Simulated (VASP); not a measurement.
SiC in VASP 6.6.1, single-point calculation

INCAR

```
ISIF = 2
NSW = 0
LCHARG = .FALSE.
LASPH = .TRUE.
EDIFF = 1E-7
IBRION = -1
PREC = Accurate
LWAVE = .FALSE.
IMIX = 1
AMIX = 0.1
NBANDS = 11
SIGMA = 0.1
GGA = PE
ISMEAR = -5
ENCUT = 520
NELM = 120
LREAL = .FALSE.
```

KPOINTS

```
KPOINTS created by Atomic Simulation Environment
0
Gamma
10 10 10
0 0 0
```

POSCAR

```
Si C
 1.0000000000000000
    -0.0544513087000000    2.1236010390000000    2.1236010390000000
     2.1236010390000000   -0.0544513087000000    2.1236010390000000
     2.1236010390000000    2.1236010390000000   -0.0544513087000000
 Si  C
   1   1
Cartesian
 -0.0062170117911017 -0.0062170117911017 -0.0062170117911017
  1.0544047041161020  1.0544047041161020  1.0544047041161020
```

The recommended PBE PAW datasets give the neutral cell 8 valence electrons.

Command

```
mpirun -np 1 vasp_std
```

Question: Predict the outcome of this run.

Answer: It converged. Results: gap between bands v and c on the k mesh 1.02 eV; least direct gap on the k mesh 4.29 eV; pressure 12.9 GPa; largest force 0.04 eV/Å. Band v is the last that the valence electrons fill when counted band by band, and c is the next.

OSZICAR

```
N       E                     dE             d eps       ncg     rms          rms(c)
DAV:   1     0.344912377199E+01    0.34491E+01   -0.40074E+03  2656   0.612E+02
DAV:   2    -0.163836154422E+02   -0.19833E+02   -0.19247E+02  3226   0.112E+02
DAV:   3    -0.169585762622E+02   -0.57496E+00   -0.57388E+00  3136   0.157E+01
DAV:   4    -0.169606161500E+02   -0.20399E-02   -0.20398E-02  2901   0.120E+00
DAV:   5    -0.169606249027E+02   -0.87528E-05   -0.87527E-05  3125   0.722E-02    0.924E+00
DAV:   6    -0.162314063020E+02    0.72922E+00   -0.41111E-01  2936   0.292E+00    0.778E+00
DAV:   7    -0.157762479675E+02    0.45516E+00   -0.27770E-01  3029   0.254E+00    0.655E+00
DAV:   8    -0.154916385142E+02    0.28461E+00   -0.15817E-01  2972   0.187E+00    0.553E+00
DAV:   9    -0.153121679248E+02    0.17947E+00   -0.99073E-02  3011   0.150E+00    0.474E+00
DAV:  10    -0.151982677544E+02    0.11390E+00   -0.60055E-02  2996   0.115E+00    0.409E+00
...
DAV:  62    -0.149868009775E+02   -0.33498E-06   -0.29183E-08  1501   0.145E-03    0.144E-02
DAV:  63    -0.149868012627E+02   -0.28521E-06   -0.24339E-08  1462   0.133E-03    0.129E-02
DAV:  64    -0.149868015051E+02   -0.24239E-06   -0.20318E-08  1453   0.121E-03    0.116E-02
DAV:  65    -0.149868017107E+02   -0.20560E-06   -0.16957E-08  1432   0.111E-03    0.105E-02
DAV:  66    -0.149868018848E+02   -0.17410E-06   -0.14168E-08  1360   0.101E-03    0.946E-03
DAV:  67    -0.149868020320E+02   -0.14714E-06   -0.11832E-08  1399   0.923E-04    0.853E-03
DAV:  68    -0.149868021561E+02   -0.12415E-06   -0.98931E-09  1360   0.844E-04    0.769E-03
DAV:  69    -0.149868022606E+02   -0.10451E-06   -0.82674E-09  1336   0.771E-04    0.693E-03
DAV:  70    -0.149868023485E+02   -0.87847E-07   -0.69161E-09  1303   0.704E-04
   1 F= -.14986802E+02 E0= -.14986802E+02  d E =0.000000E+00
```

For comparison, a separate PBE run of the intended cell, on usual settings and not on those above, gives a gap of 1.02 eV on its mesh and a pressure of 12.9 GPa.
